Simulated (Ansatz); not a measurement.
The system is MgS (Niningerite).

```
S Mg
1.0
     0.00000    2.60165    2.60165
     2.60165    0.00000    2.60165
     2.60165    2.60165    0.00000
S Mg
1 1
Cartesian
  2.6016 2.6016 2.6016
  0.0000 0.0000 0.0000
```

Base run:

| Item | Value |
| --- | --- |
| Program | Ansatz 0.2.0 |
| Functional | PBE0 |
| Potentials or basis | Ansatz PAW |
| Cutoff | 420 eV |
| Density cutoff | 1680 eV |
| k mesh | 6 × 6 × 6 |
| Occupations | fermi-dirac, width 0.05 eV |
| Spin | no spin polarisation |

Its results: band gap on the k mesh 4.53 eV, indirect (least direct gap 5.53 eV).

**Question.** After a change of settings the same cell gave: band gap on the k mesh 3.80 eV, indirect (least direct gap 4.83 eV). Which change was it?
A. functional from PBE0 to LDA; k mesh from 6 × 6 × 6 to 9 × 9 × 9
B. functional from PBE0 to r2SCAN; cutoff from 420 eV to 500 eV; density cutoff from 1680 eV to 2000 eV; k mesh from 6 × 6 × 6 to 9 × 9 × 9
C. functional from PBE0 to PBE; k mesh from 6 × 6 × 6 to 9 × 9 × 9
D. functional from PBE0 to HSE06

**Answer.** D.

Not every run made on this cell is shown here.
